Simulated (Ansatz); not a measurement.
Zone-centre phonons of HfC at -8.3 GPa: input and output

All numbers below come from Ansatz 0.2.0, DFT PBE, scalar-relativistic, plane waves, PAW.

Launched with:
```bash
ansatz run input.yaml --threads 1 --pin off --max-ram 1228MiB --backend cpu --events-out ev --progress --plain --runs-dir out
```

Input (bare energies are in eV):
```yaml
crystal:
  lattice:
    - [2.9468, 0.0, 0.0]
    - [0.0, 2.9468, 0.0]
    - [0.0, 0.0, 2.9468]
  atoms:
    - { symbol: Hf, position: [0.0, 0.0, 0.0] }
    - { symbol: C, position: [0.5, 0.5, 0.5] }
basis:
  ecutwfc: 420
kpoints:
  mp_grid: { grid: [14, 14, 14] }
hamiltonian:
  xc: pbe
scf:
  occupations: { method: fermi_dirac, width: 0.15 }
output:
  eigenvalues: true
phonons:
  method: dfpt
  eigenvectors: true
```

Results section of the output:
```
--- Phonons (Γ-DFPT): 2 representative perturbations + reference, on 288 of 2744 k-points (Σ response iterations 7) ---
  k mesh reduced under 8 symmetry operations, with k and −k counted as one. Each operation leaves every solved perturbation unchanged. A smaller set is not used because it would not reduce the number of displacements ...
  ASR residual: 1.912e-4 → 0.000e0 eV/Å²; symmetrization residual: 6.485e-7 eV/Å²
  ASR residual per site (eV/Å²): 1.91e-4 3.65e-5
  Γ frequencies (cm⁻¹): -83.99 -83.99 -83.99 0.00 0.00 0.00
  non-analytic LO–TO correction: not included (Born effective charges unavailable; polar crystals: no LO–TO splitting at Γ)
```

Time: 67 s on 1 thread of Arm Neoverse N1, with other jobs on the host, peak memory 0.75 GiB.

Its imaginary modes show that this cell, the ideal cubic caesium chloride prototype, isn't a minimum of the energy. In a metal, frequencies and elastic constants depend on the k mesh and the smearing, soft modes and shear constants most. Spin–orbit coupling is left out, which can shift energies with elements as heavy as these.

Negative frequencies stand for imaginary ones: the cell is unstable against these modes.